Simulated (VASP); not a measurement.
# TiN (Fm-3m) in VASP: relaxation of cell and atoms with PBE

Aim: the relaxation of cell and atoms of TiN with PBE.

Program: VASP 6.6.1. These are calculated values, not measurements. Logs are shortened: lines on timing, memory, paths and dates and some standing lists are left out, and cuts for length are marked.

**1. The structure**

Symmetry: Fm-3m, No. 225, cubic system. The conventional cell has a = 4.250 Å, b = 4.250 Å, c = 4.250 Å, α = 90.00°, β = 90.00°, γ = 90.00°. Ti (site symmetry m-3m) has 6 N at 2.12 Å as nearest neighbours. N (site symmetry m-3m) is surrounded by 6 Ti at 2.12 Å.

The cell was built by a generator and needn't be a form met in nature.

**2. Relaxation of cell and atoms, PBE**

The input, INCAR:

```
  PREC = Accurate
  ENCUT = 600
  EDIFF = 1E-6
  ISMEAR = 0
  SIGMA = 0.1
  LREAL = False
  LASPH = True
  NELM = 80
  ALGO = Fast
  ISIF = 3
  LWAVE = False
  LCHARG = False
  GGA = PE
  IBRION = 2
  NSW = 60
  EDIFFG = -0.01
```

The input, KPOINTS:

```
Automatic mesh
0
Gamma
  12 12 12
```

The input, POSCAR:

```
TiN
1.0
    0.0000000000      2.1250000000      2.1250000000
    2.1250000000      0.0000000000      2.1250000000
    2.1250000000      2.1250000000      0.0000000000
Ti N
1 1
Direct
    0.0000000000      0.0000000000      0.0000000000
    0.5000000000      0.5000000000      0.5000000000
```

Potentials or basis: VASP PAW PBE potentials, release 64 (Ti_sv, N).

On the command line:

```
cat potpaw_PBE.64/Ti_sv/POTCAR potpaw_PBE.64/N/POTCAR > POTCAR
mpirun -np 1 vasp_std > vasp.out
```

OUTCAR:

```text
PREC = Accurate
   ENCUT = 600
   EDIFF = 1E-6
   ISMEAR = 0
   LREAL = False
   LASPH = True
   NELM = 80
   ISIF = 3
   GGA = PE
   IBRION = 2
   NSW = 60
   EDIFFG = -0.01

 ion  position               nearest neighbor table
   1  0.000  0.000  0.000-   2 2.12   2 2.12   2 2.12   2 2.12   2 2.12   2 2.12
   2  0.500  0.500  0.500-   1 2.12   1 2.12   1 2.12   1 2.12   1 2.12   1 2.12

  LATTYP: Found a face centered cubic cell.
 ALAT       =     4.2500000000

  Lattice vectors:

 A1 = (   0.0000000000,   2.1250000000,   2.1250000000)
 A2 = (   2.1250000000,   0.0000000000,   2.1250000000)
 A3 = (   2.1250000000,   2.1250000000,   0.0000000000)

Analysis of symmetry for initial positions (statically):
=====================================================================
 Subroutine PRICEL returns:
 Original cell was already a primitive cell.

 Routine SETGRP: Setting up the symmetry group for a
 face centered cubic supercell.

 Subroutine GETGRP returns: Found 48 space group operations
 (whereof 48 operations were pure point group operations)
 out of a pool of 48 trial point group operations.

The static configuration has the point symmetry O_h .

Analysis of symmetry for dynamics (positions and initial velocities):
=====================================================================
 Subroutine PRICEL returns:
 Original cell was already a primitive cell.

 Routine SETGRP: Setting up the symmetry group for a
 face centered cubic supercell.

 Subroutine GETGRP returns: Found 48 space group operations
 (whereof 48 operations were pure point group operations)
 out of a pool of 48 trial point group operations.

The dynamic configuration has the point symmetry O_h .

 Subroutine INISYM returns: Found 48 space group operations
 (whereof 48 operations are pure point group operations),
 and found     1 'primitive' translations

----------------------------------------------------------------------------------------

                                     Primitive cell

  volume of cell :      19.1914

  direct lattice vectors                    reciprocal lattice vectors
     0.000000000  2.125000000  2.125000000    -0.235294118  0.235294118  0.235294118
     2.125000000  0.000000000  2.125000000     0.235294118 -0.235294118  0.235294118
     2.125000000  2.125000000  0.000000000     0.235294118  0.235294118 -0.235294118

  length of vectors
     3.005203820  3.005203820  3.005203820     0.407541366  0.407541366  0.407541366

  position of ions in fractional coordinates (direct lattice)
     0.000000000  0.000000000  0.000000000
     0.500000000  0.500000000  0.500000000

  ion indices of the primitive-cell ions
   primitive index   ion index
                 1           1
                 2           2

----------------------------------------------------------------------------------------

 KPOINTS: Automatic mesh

Automatic generation of k-mesh.
 Grid dimensions read from file:
 generate k-points for:   12   12   12

 Generating k-lattice:

  Cartesian coordinates                     Fractional coordinates (reciprocal lattice)
    -0.019607843  0.019607843  0.019607843     0.083333333  0.000000000  0.000000000
     0.019607843 -0.019607843  0.019607843     0.000000000  0.083333333  0.000000000
     0.019607843  0.019607843 -0.019607843     0.000000000  0.000000000  0.083333333

  Length of vectors
     0.033961781  0.033961781  0.033961781

  Shift w.r.t. Gamma in fractional coordinates (k-lattice)
     0.000000000  0.000000000  0.000000000

 Subroutine IBZKPT returns following result:
 ===========================================

 Found     72 irreducible k-points:

 Following reciprocal coordinates:
            Coordinates               Weight
  0.000000  0.000000  0.000000      1.000000
  0.083333  0.000000  0.000000      8.000000
  0.166667  0.000000  0.000000      8.000000
  0.250000  0.000000  0.000000      8.000000
  0.333333  0.000000  0.000000      8.000000
  0.416667  0.000000  0.000000      8.000000
[... 16 lines left out ...]
  0.500000  0.166667  0.000000     24.000000
 -0.416667  0.166667  0.000000     24.000000
 [... further k-points ...]
   k-points           NKPTS =     72   k-points in BZ     NKDIM =     72   number of bands    NBANDS=     12
   number of dos      NEDOS =    301   number of ions     NIONS =      2
   total plane-waves  NPLWV =  13824
   dimension x,y,z NGX =    24 NGY =   24 NGZ =   24
   dimension x,y,z NGXF=    48 NGYF=   48 NGZF=   48
   ions per type =               1   1
   NGX,Y,Z   is equivalent  to a cutoff of  13.28, 13.28, 13.28 a.u.
   NGXF,Y,Z  is equivalent  to a cutoff of  26.55, 26.55, 26.55 a.u.
 SYSTEM =  unknown system
   PREC   = accura    normal or accurate (medium, high low for compatibility)
   ISTART =      0    job   : 0-new  1-cont  2-samecut
   ICHARG =      2    charge: 1-file 2-atom 10-const
   ISPIN  =      1    spin polarized calculation?
   LNONCOLLINEAR =      F non collinear calculations
   LSORBIT =      F    spin-orbit coupling
   LASPH  =      T    aspherical Exc in radial PAW
   ENCUT  =  600.0 eV  44.10 Ry    6.64 a.u.   6.00  6.00  6.00*2*pi/ulx,y,z
   NELM   =     80;   NELMIN=  2; NELMDL= -5     # of ELM steps
   EDIFF  = 0.1E-05   stopping-criterion for ELM
   LREAL  =      F    real-space projection
   EDIFFG = -.1E-01   stopping-criterion for IOM
   NSW    =     60    number of steps for IOM
   IBRION =      2    ionic relax: 0-MD 1-quasi-New 2-CG
   NFREE  =      1    steps in history (QN), initial steepest desc. (CG)
   ISIF   =      3    stress and relaxation
   ISYM   =      2    0-nonsym 1-usesym 2-fastsym
   POTIM  = 0.5000    time-step for ionic-motion
   TEBEG  =    0.0;   TEEND  =   0.0 temperature during run
   PSTRESS=    0.0 pullay stress
   NELECT =      17.0000    total number of electrons
   NUPDOWN=      -1.0000    fix difference up-down
   EMIN   =  10.00;   EMAX   =-10.00  energy-range for DOS
   EFERMI =   0.00;   METHOD = LEGACY
   ISMEAR =     0;   SIGMA  =   0.10  broadening in eV -4-tet -1-fermi 0-gaus
   EFERMI_NEDOS =   21; number of points for ismear=-14 and -15
   IALGO  =     68    algorithm
   IMIX   =      4    mixing-type and parameters
     AMIX     =   0.40;   BMIX     =  1.00
     AMIX_MAG =   1.60;   BMIX_MAG =  1.00
  volume/ion in A,a.u.               =       9.60        64.76
  Fermi-wavevector in a.u.,A,eV,Ry     =   1.572252  2.971126 33.633288  2.471977
  Thomas-Fermi vector in A             =   2.673714
   LORBIT       =      0    0 simple, 1 ext, 2 COOP (PROOUT), +10 PAW based schemes
   GGA     = PE    functional components
   LHFCALC =     F    Hartree Fock is set to
   AEXX    =    0.0000 exact exchange contribution
   IVDW    =     0    specifies the selected vdW correction
   LEPSILON=     F    determine dielectric tensor
   LRPA    =     F    only Hartree local field effects (RPA)
 conjugate gradient relaxation of ions
 non-spin polarized calculation
 RMM-DIIS sequential band-by-band and
 Gauss-broadening in eV      SIGMA  =   0.10
  energy-cutoff  :      600.00
  volume of cell :       19.19
 maximum number of plane-waves:       651
   NGX = 13   NGY = 13   NGZ = 13

--------------------------------------- Ionic step        1  -------------------------------------------

 number of electron      17.0000002 magnetization

 Free energy of the ion-electron system (eV)
  ---------------------------------------------------
  ext. energy  EPLUGINS =         0.00000000
  ---------------------------------------------------
  free energy    TOTEN  =       -19.64155879 eV

  energy without entropy =      -19.63729211  energy(sigma->0) =      -19.63942545

------------------------ aborting loop because EDIFF is reached ----------------------------------------

  FORCE on cell =-STRESS in cart. coord.  units (eV):
  Direction    XX          YY          ZZ          XY          YZ          ZX
  --------------------------------------------------------------------------------------
  -------------------------------------------------------------------------------------
  Total       -0.0538319     -0.0538319     -0.0538319      0.0000000      0.0000000      0.0000000
  in kB       -4.4941040     -4.4941040     -4.4941040      0.0000000      0.0000000      0.0000000
  external PRESSURE =      -4.4941040 kB  Pullay stress =       0.0000000 kB
[... 57 lines left out ...]
  energy  without entropy=      -19.6372330109  energy(sigma->0) =      -19.63936191

--------------------------------------- Ionic step        3  -------------------------------------------

 number of electron      17.0000002 magnetization

 Free energy of the ion-electron system (eV)
  ---------------------------------------------------
  ext. energy  EPLUGINS =         0.00000000
  ---------------------------------------------------
  free energy    TOTEN  =       -19.64162338 eV

  energy without entropy =      -19.63735714  energy(sigma->0) =      -19.63949026

 E-fermi :  11.3449     XC(G=0): -12.9968

 val. band max:       11.3402494956   @ k =   0.1667   0.0000   0.0000
 cond. band min:      11.3769803400   @ k =   0.0833   0.0833   0.0000
 fundamental gap:      0.0367308444
 Fermi energy:        11.3449337835

 k-point     1 :       0.0000    0.0000    0.0000
  band No.  band energies     occupation
      1     -46.4942      2.00000
      2     -22.4768      2.00000
      3     -22.4768      2.00000
      4     -22.4768      2.00000
      5      -5.6835      2.00000
      6       9.3548      2.00000
      7       9.3548      2.00000
      8       9.3548      2.00000
      9      10.7754      2.00000
     10      10.7754      2.00000
     11      10.7754      2.00000
     12      11.9583      0.00000
[... 331 lines left out ...]
 k-point    24 :      -0.4167    0.1667    0.0000
  band No.  band energies     occupation
      1     -46.3902      2.00000
      2     -23.0405      2.00000
      3     -22.6416      2.00000
      4     -22.5538      2.00000
      5      -3.4408      2.00000
      6       3.9278      2.00000
      7       5.9768      2.00000
      8       6.1371      2.00000
      9      12.6345      0.00000
     10      12.9535      0.00000
     11      13.4684      0.00000
     12      15.8137      0.00000

 [... further k-points ...]
[... 5 lines left out ...]
  --------------------------------------------------------------------------------------
  -------------------------------------------------------------------------------------
  Total        0.0168061      0.0168061      0.0168061      0.0000000      0.0000000     -0.0000000
  in kB        1.4052423      1.4052423      1.4052423      0.0000000      0.0000000     -0.0000000
  external PRESSURE =       1.4052423 kB  Pullay stress =       0.0000000 kB
[... 17 lines left out ...]
  FREE ENERGIE OF THE ION-ELECTRON SYSTEM (eV)
  ---------------------------------------------------
  free  energy   TOTEN  =       -19.6416233790 eV

  energy  without entropy=      -19.6373571357  energy(sigma->0) =      -19.63949026

 reached required accuracy - stopping structural energy minimisation
```

Run time: 36 s. Hardware: 1 thread of Intel Xeon Platinum 8559C (Emerald Rapids), shared host; peak memory 0.15 GiB.

Results:

```
Free energy                            : -19.6416 eV
Relaxed volume                         : 9.58 Å³/atom
Relaxed cell                           : a = 3.004 Å, b = 3.004 Å, c = 3.004 Å, α = 60.00°, β = 60.00°, γ = 60.00°
Space group after relaxing (to 0.05 Å) : Fm-3m (No. 225)
Energy gained by relaxing              : 0.0 meV/atom
Ionic steps                            : 3
Pressure after relaxing                : 0.1 GPa
Band gap on the k mesh                 : none (metal or under the smearing width)
```

Final structure:
```cif
data_structure
_symmetry_space_group_name_H-M 'P 1'
_symmetry_Int_Tables_number 1
_cell_length_a 3.0036
_cell_length_b 3.0036
_cell_length_c 3.0036
_cell_angle_alpha 60.000
_cell_angle_beta 60.000
_cell_angle_gamma 60.000
_cell_volume 19.16
loop_
_atom_site_label
_atom_site_type_symbol
_atom_site_fract_x
_atom_site_fract_y
_atom_site_fract_z
_atom_site_occupancy
Ti1 Ti 0.00000 0.00000 0.00000 1
N1 N 0.50000 0.50000 0.50000 1
```

Levels at points of the mesh, in eV from the Fermi level:
```tsv
k point	band 5	band 6	band 7	band 8	band 9	band 10	band 11	band 12
(0.00, 0.00, 0.00)	-17.03	-1.99	-1.99	-1.99	-0.57	-0.57	-0.57	0.61
(0.50, 0.00, 0.00)	-14.59	-8.01	-5.41	-5.41	1.71	1.71	2.38	5.73
(0.50, 0.50, 0.00)	-15.62	-5.78	-3.18	-3.18	-3.00	1.67	2.40	2.40
```
